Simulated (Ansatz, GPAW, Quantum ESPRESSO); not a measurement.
# Rh: 3 runs at one level of theory

```
CELL_PARAMETERS angstrom
0.00000 1.89785 1.89785
1.89785 0.00000 1.89785
1.89785 1.89785 0.00000
ATOMIC_POSITIONS crystal
Rh 0.00000 0.00000 0.00000
```

Alike in all runs: task band structure; functional LDA; k mesh 12 × 12 × 12; occupations fermi-dirac, width 0.05 eV; no spin polarisation; no spin-orbit coupling. LDA stands for any of its common fits. Pressure is positive in compression and, in plane waves, holds the error of the finite cutoff.

```tsv
program and potentials	plane-wave cutoff (eV)	notes	pressure (GPa)
GPAW, the program's PAW data sets (release 1.2.1) made for this functional	600	15 valence electrons an atom on average	-8.44
Ansatz, all-electron LAPW, scalar-relativistic	-	-	-9.88
Quantum ESPRESSO, PseudoDojo 0.4.1 SR LDA standard	1197	17 valence electrons an atom on average	?
```

Question: Estimate from the other rows what the run with Quantum ESPRESSO, PseudoDojo 0.4.1 SR LDA standard gave.

Answer: Pressure -9.48 GPa. The other rows, which needn't bracket it: pressure -9.88 to -8.44.
